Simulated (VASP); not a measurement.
# Cu: relaxation of cell and atoms with PBE

Crystal: Cu.

```
Cu
1.0
     0.00000    1.79517    1.79517
     1.79517    0.00000    1.79517
     1.79517    1.79517    0.00000
Cu
1
Cartesian
  0.0000 0.0000 0.0000
```

- Program: VASP 6.6.1
- Task: relaxation of cell and atoms
- Functional: PBE
- Potentials or basis: VASP PAW PBE potentials, release 64 (Cu)
- Cutoff: 520 eV
- k mesh: 4 × 4 × 4
- Occupations: gaussian, width 0.1 eV
- Spin: no spin polarisation
- Target pressure: 7.3 GPa
- Further INCAR settings: ALGO = Normal; EDIFF = 1e-07; IBRION = 2; EDIFFG = -0.002; NSW = 80; ISIF = 3
- Target pressure: 7.3 GPa

- Pressure after relaxing: 7.3 GPa
- Band gap on the k mesh: none (metal or under the smearing width)

Final structure:
```
CELL_PARAMETERS angstrom
0.00000 1.79517 1.79517
1.79517 0.00000 1.79517
1.79517 1.79517 0.00000
ATOMIC_POSITIONS crystal
Cu 0.00000 0.00000 0.00000
```

Levels at points of the mesh, in eV from the Fermi level:
| k point | band 3 | band 4 | band 5 | band 6 | band 7 | band 8 | band 9 |
| --- | --- | --- | --- | --- | --- | --- | --- |
| (0.00, 0.00, 0.00) | -3.94 | -3.94 | -3.09 | -3.09 | 21.94 | 24.74 | 24.74 |
| (0.50, 0.00, 0.00) | -3.97 | -2.50 | -2.50 | -1.89 | 3.03 | 20.42 | 21.57 |
| (0.50, 0.50, 0.00) | -2.52 | -2.36 | -2.36 | 0.66 | 6.43 | 12.42 | 12.42 |

It took 1.7 s on 1 thread of AMD EPYC 9R14 (Zen 4) (shared host), peak memory 0.09 GiB.

Caveat: the k mesh is coarse (spacing up to 0.76 Å⁻¹), so the values aren't converged; the relaxation stopped at its first step, so nothing moved; the cell is relaxed towards a set pressure, so the enthalpy falls and the energy may rise.
